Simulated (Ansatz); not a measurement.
Ti5Si (space group R32) relaxed with several functionals in Ansatz (plane waves to 420 eV, scalar-relativistic PAW, no spin-orbit coupling, symmetry kept). The database cell has 16.32 Å³/atom; its temperature or method isn't stated, so the comparison with it is no error of the functional. No moments.

```
functional conventional cell V (Å³/atom) against the database cell (%) gap on mesh (eV) largest moment (μB)
       PBE  a = 5.048 Å, b = 5.048 Å, c = 13.315 Å, α = 90.00°, β = 90.00°, γ = 120.00°        16.33                            0.1              0.00                 0.00
    PBEsol a = 4.980 Å, b = 4.980 Å, c = 13.197 Å, α = 90.00°, β = 90.00°, γ = 120.00°        15.74                           -3.5              0.00                 0.00
PBE+D3(BJ) a = 4.954 Å, b = 4.954 Å, c = 13.147 Å, α = 90.00°, β = 90.00°, γ = 120.00°        15.52                           -4.9              0.00                 0.00
```